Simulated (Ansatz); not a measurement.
α-phase Li₃N was calculated with Hartree–Fock (Ansatz, a program for electronic structure, PAW).

Numerical settings: plane-wave cutoff 460 eV, 9×9×8 k mesh (along the axes of the cell as run), Fermi–Dirac smearing 0.01 eV, scalar-relativistic PAW data made under PBE.

Cell (relaxed at this level):

```cif
data_Li3N
_chemical_formula_sum 'Li3 N1'
_space_group_name_H-M_alt 'P6/mmm'
_space_group_IT_number 191
_space_group_name_Hall '-P 6 2'
_cell_length_a 3.60699
_cell_length_b 3.60699
_cell_length_c 3.86588
_cell_angle_alpha 90.000
_cell_angle_beta 90.000
_cell_angle_gamma 120.000
loop_
_atom_site_label
_atom_site_type_symbol
_atom_site_symmetry_multiplicity
_atom_site_Wyckoff_symbol
_atom_site_fract_x
_atom_site_fract_y
_atom_site_fract_z
_atom_site_occupancy
Li1 Li 2 c 0.33333 0.66667 0.00000 1
Li2 Li 1 b 0.00000 0.00000 0.50000 1
N1 N 1 a 0.00000 0.00000 0.00000 1
```

Problem. Predict the band gap.

Solution. 
- band gap = 8.29 eV (on the SCF k mesh)

Measured, for comparison: band gap 2.15 eV (4 K, zero-point motion not removed, indirect, optical absorption, E parallel c; as tabulated in Brendecke and Bludau (1979), doi:10.1063/1.326533). Computed (rounded) less measured: band gap +6.14 eV.
